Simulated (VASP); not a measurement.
# I (Fmmm) in VASP: a series of runs

Runs on I. Level: RPBE. Tasks: single point.

Everything below comes from runs of VASP 6.6.1. Logs are shortened: lines on timing, memory, paths and dates and some standing lists are left out, and cuts for length are marked.

### 1 The crystal as given

It takes space group Fmmm (No. 69, orthorhombic). The conventional cell has a = 4.384 Å, b = 4.731 Å, c = 7.820 Å, α = 90.00°, β = 90.00°, γ = 90.00°. I (site symmetry mmm) is surrounded by 4 I at 3.23 Å.

### 2 Single point, RPBE

INCAR reads:

```
PREC     = Accurate       # precision mode
ENCUT    = 520            # plane-wave cutoff, eV
EDIFF    = 1E-6           # SCF threshold, eV
ISMEAR   = 0              # smearing method
SIGMA    = 0.02           # smearing width, eV
LREAL    = F              # projectors in reciprocal space
LASPH    = T              # aspherical terms in the spheres
NELM     = 60             # most SCF steps
ALGO     = Normal         # electronic algorithm
ISIF     = 2              # what is computed and relaxed
LWAVE    = F              # write WAVECAR
LCHARG   = T              # write CHGCAR
GGA      = RP             # functional
LELF     = T              # ELF
LVHAR    = T
```

KPOINTS reads:

```
regular mesh
0
Gamma
  9 9 9
```

POSCAR reads:

```
I
4.5698
    0.000000000000      0.517659513064      0.855582330168
    0.479724597729      0.000000000000      0.855582330168
    0.479724597729      0.517659513064      0.000000000000
I
1
Direct
    0.0000000000      0.0000000000      0.0000000000
```

Potentials or basis: VASP PAW PBE potentials, release 64 (I).

The run is started by

```sh
> cat potpaw_PBE.64/I/POTCAR > POTCAR
> mpirun -np 1 vasp_std > vasp.out
```

OUTCAR:

```text
PREC = Accurate
   ENCUT = 520
   EDIFF = 1E-6
   ISMEAR = 0
   LREAL = F
   LASPH = T
   NELM = 60
   ISIF = 2
   GGA = RP

 ion  position               nearest neighbor table
   1  0.000  0.000  0.000-

  LATTYP: Found a face centered orthorhombic cell.
 ALAT       =     4.3844909334
 B/A-ratio  =     1.0790764441
 C/A-ratio  =     1.7834864717

  Lattice vectors:

 A1 = (   0.0000000000,   2.3656004428,   3.9098401324)
 A2 = (   2.1922454667,   0.0000000000,   3.9098401324)
 A3 = (   2.1922454667,   2.3656004428,   0.0000000000)

Analysis of symmetry for initial positions (statically):
=====================================================================
 Subroutine PRICEL returns:
 Original cell was already a primitive cell.

 Routine SETGRP: Setting up the symmetry group for a
 face centered orthorhombic supercell.

 Subroutine GETGRP returns: Found  8 space group operations
 (whereof  8 operations were pure point group operations)
 out of a pool of  8 trial point group operations.

The static configuration has the point symmetry D_2h.

Analysis of symmetry for dynamics (positions and initial velocities):
=====================================================================
 Subroutine PRICEL returns:
 Original cell was already a primitive cell.

 Routine SETGRP: Setting up the symmetry group for a
 face centered orthorhombic supercell.

 Subroutine GETGRP returns: Found  8 space group operations
 (whereof  8 operations were pure point group operations)
 out of a pool of  8 trial point group operations.

The dynamic configuration has the point symmetry D_2h.

 Subroutine INISYM returns: Found  8 space group operations
 (whereof  8 operations are pure point group operations),
 and found     1 'primitive' translations

----------------------------------------------------------------------------------------

                                     Primitive cell

  volume of cell :      40.5527

  direct lattice vectors                    reciprocal lattice vectors
     0.000000000  2.365600443  3.909840132    -0.228076649  0.211362828  0.127882467
     2.192245467  0.000000000  3.909840132     0.228076649 -0.211362828  0.127882467
     2.192245467  2.365600443  0.000000000     0.228076649  0.211362828 -0.127882467

  length of vectors
     4.569782852  4.482498193  3.225214046     0.336224818  0.336224818  0.336224818

  position of ions in fractional coordinates (direct lattice)
     0.000000000  0.000000000  0.000000000

  ion indices of the primitive-cell ions
   primitive index   ion index
                 1           1

----------------------------------------------------------------------------------------

 KPOINTS: regular mesh

Automatic generation of k-mesh.
 Grid dimensions read from file:
 generate k-points for:    9    9    9

 Generating k-lattice:

  Cartesian coordinates                     Fractional coordinates (reciprocal lattice)
    -0.025341850  0.023484759  0.014209163     0.111111111  0.000000000  0.000000000
     0.025341850 -0.023484759  0.014209163    -0.000000000  0.111111111 -0.000000000
     0.025341850  0.023484759 -0.014209163     0.000000000  0.000000000  0.111111111

  Length of vectors
     0.037358313  0.037358313  0.037358313

  Shift w.r.t. Gamma in fractional coordinates (k-lattice)
     0.000000000  0.000000000  0.000000000

 Subroutine IBZKPT returns following result:
 ===========================================

 Found    125 irreducible k-points:

 Following reciprocal coordinates:
            Coordinates               Weight
  0.000000  0.000000  0.000000      1.000000
  0.111111  0.000000 -0.000000      8.000000
  0.222222  0.000000  0.000000      8.000000
  0.333333  0.000000 -0.000000      8.000000
  0.444444  0.000000  0.000000      8.000000
  0.111111  0.111111  0.000000      2.000000
[... 16 lines left out ...]
 -0.333333  0.333333  0.000000      4.000000
  0.444444  0.444444  0.000000      2.000000
 [... further k-points ...]
   k-points           NKPTS =    125   k-points in BZ     NKDIM =    125   number of bands    NBANDS=      7
   number of dos      NEDOS =    301   number of ions     NIONS =      1
   total plane-waves  NPLWV =  31104
   dimension x,y,z NGX =    36 NGY =   36 NGZ =   24
   dimension x,y,z NGXF=    72 NGYF=   72 NGZF=   48
   ions per type =               1
   NGX,Y,Z   is equivalent  to a cutoff of  13.10, 13.35, 12.37 a.u.
   NGXF,Y,Z  is equivalent  to a cutoff of  26.19, 26.70, 24.74 a.u.
 SYSTEM =  unknown system
   PREC   = accura    normal or accurate (medium, high low for compatibility)
   ISTART =      0    job   : 0-new  1-cont  2-samecut
   ICHARG =      2    charge: 1-file 2-atom 10-const
   ISPIN  =      1    spin polarized calculation?
   LNONCOLLINEAR =      F non collinear calculations
   LSORBIT =      F    spin-orbit coupling
   LASPH  =      T    aspherical Exc in radial PAW
   ENCUT  =  520.0 eV  38.22 Ry    6.18 a.u.   8.50  8.33  6.00*2*pi/ulx,y,z
   NELM   =     60;   NELMIN=  2; NELMDL= -5     # of ELM steps
   EDIFF  = 0.1E-05   stopping-criterion for ELM
   LREAL  =      F    real-space projection
   EDIFFG = 0.1E-04   stopping-criterion for IOM
   NSW    =      0    number of steps for IOM
   IBRION =     -1    ionic relax: 0-MD 1-quasi-New 2-CG
   NFREE  =      0    steps in history (QN), initial steepest desc. (CG)
   ISIF   =      2    stress and relaxation
   ISYM   =      2    0-nonsym 1-usesym 2-fastsym
   POTIM  = 0.5000    time-step for ionic-motion
   TEBEG  =    0.0;   TEEND  =   0.0 temperature during run
   PSTRESS=    0.0 pullay stress
   NELECT =       7.0000    total number of electrons
   NUPDOWN=      -1.0000    fix difference up-down
   EMIN   =  10.00;   EMAX   =-10.00  energy-range for DOS
   EFERMI =   0.00;   METHOD = LEGACY
   ISMEAR =     0;   SIGMA  =   0.02  broadening in eV -4-tet -1-fermi 0-gaus
   EFERMI_NEDOS =   21; number of points for ismear=-14 and -15
   IALGO  =     38    algorithm
   IMIX   =      4    mixing-type and parameters
     AMIX     =   0.40;   BMIX     =  1.00
     AMIX_MAG =   1.60;   BMIX_MAG =  1.00
  volume/ion in A,a.u.               =      40.55       273.66
  Fermi-wavevector in a.u.,A,eV,Ry     =   0.911523  1.722529 11.304731  0.830874
  Thomas-Fermi vector in A             =   2.035812
   LORBIT       =      0    0 simple, 1 ext, 2 COOP (PROOUT), +10 PAW based schemes
   GGA     = RP    functional components
   LHFCALC =     F    Hartree Fock is set to
   AEXX    =    0.0000 exact exchange contribution
   IVDW    =     0    specifies the selected vdW correction
   LEPSILON=     F    determine dielectric tensor
   LRPA    =     F    only Hartree local field effects (RPA)
 non-spin polarized calculation
 Gauss-broadening in eV      SIGMA  =   0.02
  energy-cutoff  :      520.00
  volume of cell :       40.55
 maximum number of plane-waves:      1109
 NGX is ok and might be reduce to    36
   NGX = 17   NGY = 17   NGZ = 11

 number of electron       7.0000000 magnetization

 Free energy of the ion-electron system (eV)
  ---------------------------------------------------
  ext. energy  EPLUGINS =         0.00000000
  ---------------------------------------------------
  free energy    TOTEN  =        -1.08777299 eV

  energy without entropy =       -1.08759702  energy(sigma->0) =       -1.08768500

 E-fermi :   3.6078     XC(G=0):  -8.0426

 val. band max:        3.6061480404   @ k =  -0.2222   0.0000   0.1111
 cond. band min:       3.6429544127   @ k =  -0.1111   0.1111   0.1111
 fundamental gap:      0.0368063723
 Fermi energy:         3.6078092573

 k-point     1 :       0.0000    0.0000    0.0000
  band No.  band energies     occupation
      1     -10.2550      2.00000
      2       1.6352      2.00000
      3       4.3756      0.00000
      4       4.6545      0.00000
      5       8.3978      0.00000
      6      11.0606      0.00000
      7      11.8812      0.00000

 k-point     2 :       0.1111    0.0000   -0.0000
  band No.  band energies     occupation
      1     -10.1241      2.00000
      2       1.6360      2.00000
      3       3.4106      2.00000
      4       4.6089      0.00000
      5       8.7463      0.00000
      6      11.4711      0.00000
      7      12.9027      0.00000

 k-point     3 :       0.2222    0.0000    0.0000
  band No.  band energies     occupation
      1      -9.7587      2.00000
      2       1.3426      2.00000
      3       1.7653      2.00000
      4       4.8175      0.00000
      5       9.4591      0.00000
      6      11.7963      0.00000
      7      11.9452      0.00000

 k-point     4 :       0.3333    0.0000   -0.0000
  band No.  band energies     occupation
      1      -9.2615      2.00000
      2      -0.3668      2.00000
      3       1.7791      2.00000
      4       5.0891      0.00000
      5       9.2701      0.00000
      6      12.1292      0.00000
      7      12.3228      0.00000

 k-point     5 :       0.4444    0.0000    0.0000
  band No.  band energies     occupation
      1      -8.8638      2.00000
      2      -1.4353      2.00000
      3       1.8505      2.00000
      4       5.2849      0.00000
      5       8.6535      0.00000
      6      12.6542      0.00000
      7      13.8864      0.00000
[... 161 lines left out ...]
 k-point    22 :      -0.4444    0.3333    0.0000
  band No.  band energies     occupation
      1      -9.5747      2.00000
      2       0.1777      2.00000
      3       1.2599      2.00000
      4       4.6680      0.00000
      5      11.3409      0.00000
      6      12.4595      0.00000
      7      14.6457      0.00000

 k-point    23 :      -0.3333    0.3333    0.0000
  band No.  band energies     occupation
      1      -9.1372      2.00000
      2      -0.4578      2.00000
      3       0.7534      2.00000
      4       4.9942      0.00000
      5      11.0844      0.00000
      6      11.9223      0.00000
      7      14.2366      0.00000

 k-point    24 :       0.4444    0.4444    0.0000
  band No.  band energies     occupation
      1     -10.0198      2.00000
      2      -0.3638      2.00000
      3       4.1638      0.00000
      4       4.4629      0.00000
      5      10.5767      0.00000
      6      11.0182      0.00000
      7      14.2120      0.00000

 [... further k-points ...]
[... 5 lines left out ...]
  --------------------------------------------------------------------------------------
  -------------------------------------------------------------------------------------
  Total        0.4384821      0.3841947      0.5154046      0.0000000      0.0000000      0.0000000
  in kB       17.3237908     15.1789745     20.3628849      0.0000000      0.0000000      0.0000000
  external PRESSURE =      17.6218834 kB  Pullay stress =       0.0000000 kB

 VOLUME and BASIS-vectors are now :
 -----------------------------------------------------------------------------
  energy-cutoff  :      520.00
  volume of cell :       40.55
      direct lattice vectors                 reciprocal lattice vectors
     0.000000000  2.365600443  3.909840132    -0.228076649  0.211362828  0.127882467
     2.192245467  0.000000000  3.909840132     0.228076649 -0.211362828  0.127882467
     2.192245467  2.365600443  0.000000000     0.228076649  0.211362828 -0.127882467

 POSITION                                       TOTAL-FORCE (eV/Angst)
 -----------------------------------------------------------------------------------
      0.00000      0.00000      0.00000         0.000000     -0.000000      0.000000
 -----------------------------------------------------------------------------------
    total drift:                                0.000000      0.000000      0.000000

  FREE ENERGIE OF THE ION-ELECTRON SYSTEM (eV)
  ---------------------------------------------------
  free  energy   TOTEN  =        -1.0877729905 eV

  energy  without entropy=       -1.0875970182  energy(sigma->0) =       -1.08768500
```

Wall time 39 s (1 thread of Intel Xeon Platinum 8259CL at 2.50GHz (Skylake/Cascade Lake), shared host); peak memory 0.19 GiB.

Results:

```yaml
Free_energy: -1.0878 eV
Pressure: 1.8 GPa
Band_gap_on_the_k_mesh: none (metal or under the smearing width)
```

Stress tensor (GPa, compression positive):
```
1.73 0.00 0.00
0.00 1.52 0.00
0.00 0.00 2.04
```

Caveat: the PAW data sets were made with another functional, which shifts forces and pressure a little; an odd number of electrons without spin polarisation forces a metal; a magnetic or distorted state may lie lower.

### 3 Single point, RPBE

run.py reads:

```python
from ase.calculators.vasp import Vasp
from ase.dft.bandgap import bandgap
from ase.io import read

atoms = read('POSCAR')
calc = Vasp(
    directory='calc',
    xc='rpbe',
    pp='PBE',
    setups='recommended',
    prec='Accurate',
    encut=520,
    ediff=1e-06,
    ismear=0,
    sigma=0.02,
    lreal=False,
    lasph=True,
    nelm=60,
    algo='Normal',
    isif=2,
    lwave=False,
    lcharg=False,
    kpts=[9, 9, 9],
    gamma=True,
    nbands=10,
)
atoms.calc = calc

print('energy (eV):', atoms.get_potential_energy())
print('free energy (eV):', atoms.get_potential_energy(force_consistent=True))
print('forces (eV/A):')
print(atoms.get_forces())
print('stress (eV/A^3, Voigt):', atoms.get_stress())
print('Fermi level (eV):', calc.get_fermi_level())
gap, top, bottom = bandgap(calc)
print('band gap (eV):', gap, 'from (spin, k, band)', top, 'to', bottom)
```

POSCAR reads:

```
I
1.0
    0.0000000000      2.3656004428      3.9098401324
    2.1922454667      0.0000000000      3.9098401324
    2.1922454667      2.3656004428      0.0000000000
I
1
Direct
    0.0000000000      0.0000000000      0.0000000000
```

Potentials or basis: VASP PAW PBE potentials, release 64 (I).

The run is started by

```sh
> python run.py
```

It took 60 s on 1 thread of Intel Xeon Platinum 8259CL at 2.50GHz (Skylake/Cascade Lake), shared host; peak memory 0.2 GiB.

The run converged. Its results:

| Quantity | Value |
| --- | --- |
| Free energy | -1.0878 eV |
| Pressure | 1.8 GPa |
| Band gap on the k mesh | none (metal or under the smearing width) |

Stress tensor (GPa, compression positive):
```
1.73 0.00 0.00
0.00 1.52 0.00
0.00 0.00 2.04
```

Levels at points of the mesh, in eV from the Fermi level:
```csv
k point,band 1,band 2,band 3,band 4,band 5,band 6,band 7,band 8
"(0.00, 0.00, 0.00)",-13.86,-1.97,0.77,1.05,4.79,7.45,8.27,12.17
```

Caveat: the PAW data sets were made with another functional, which shifts forces and pressure a little; an odd number of electrons without spin polarisation forces a metal; a magnetic or distorted state may lie lower. The run has no spin-orbit coupling, so splittings on I are missing.

### 4 For comparison

An earlier run on the cell as given: functional PBE; potentials or basis VASP PAW PBE potentials, release 64 (I); cutoff 520 eV; k mesh 9 × 9 × 9; occupations fermi-dirac, width 0.05 eV; no spin polarisation.

* Pressure: 0.4 GPa
* Band gap on the k mesh: none (metal or under the smearing width)
